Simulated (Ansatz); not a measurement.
## Which state of Co comes out lowest in this cell?

System: Co, an experimental structure (space group Fm-3m, primitive cell doubled); the cell holds 2 atoms. Source: COD entry 9012930; the sample's temperature and pressure aren't taken into account, and it need not be the stable phase.

```yaml
crystal:
  lattice:
    - [0.00000, -1.78850, -1.78850]
    - [-3.57700, -1.78850, -1.78850]
    - [0.00000, 1.78850, -1.78850]
  atoms:
    - { symbol: Co, position: [0.00000, 0.00000, 0.00000] }
    - { symbol: Co, position: [0.00000, 0.50000, 0.50000] }
```

Numbers behind element symbols give the atom's place in this list.

These are results of DFT, PBE, PAW, plane waves, scalar-relativistic in Ansatz, not measurements.

```
Plane-wave cutoff : 420 eV
k-point mesh      : 12×7×10 (Γ-centred)
Occupations       : Fermi–Dirac smearing, 0.05 eV
Valence electrons : 34
```

Site moments are integrals over atomic spheres and don't add up to the total.

The mesh has less symmetry than the lattice, which lowers the symmetry of the run.

This multiple of the primitive cell fits some opposed orders; other multiples fit others. Orders that need a larger cell or non-collinear spins weren't tried.

In a plain SCF nothing is tried after convergence. The standard search can try other orders and fillings too, with no guarantee of the lowest state. With a search on, the program may also reshape the start on open shells.

**Question.** Which state comes out lowest among 12 converged runs with various starts and settings? Give the order, the site moments and the gap.

**Answer.** Ferromagnetic, site moments Co1 1.78, Co2 1.78 μB, total 3.41 μB per cell, no gap on the k-mesh.

**Question.** By how much does the spin-unpolarised solution lie above it?

**Answer.** 242 meV/atom (0.48 eV per cell); the unpolarised solution has no gap on the mesh and a pressure of -20.8 GPa against -8.6 GPa.

**Question.** Start: opposed moments +-, plain SCF [Co1 3.00, Co2 -3.00 μB]. Give the end state and its height above the lowest.

**Answer.** It converges in 27 iterations to a state 242 meV/atom above the lowest: non-magnetic, no gap on the k-mesh.

Machine: 2 threads of x86-64 server CPU, on a shared host.

**Question.** About how long does the run “the moments in brackets, standard search for lower states [Co1 3.00, Co2 3.00 μB]” take there, and how much memory does it need?

**Answer.** 11 s, 0.55 GiB (10 iterations, 258 k-points after symmetry).
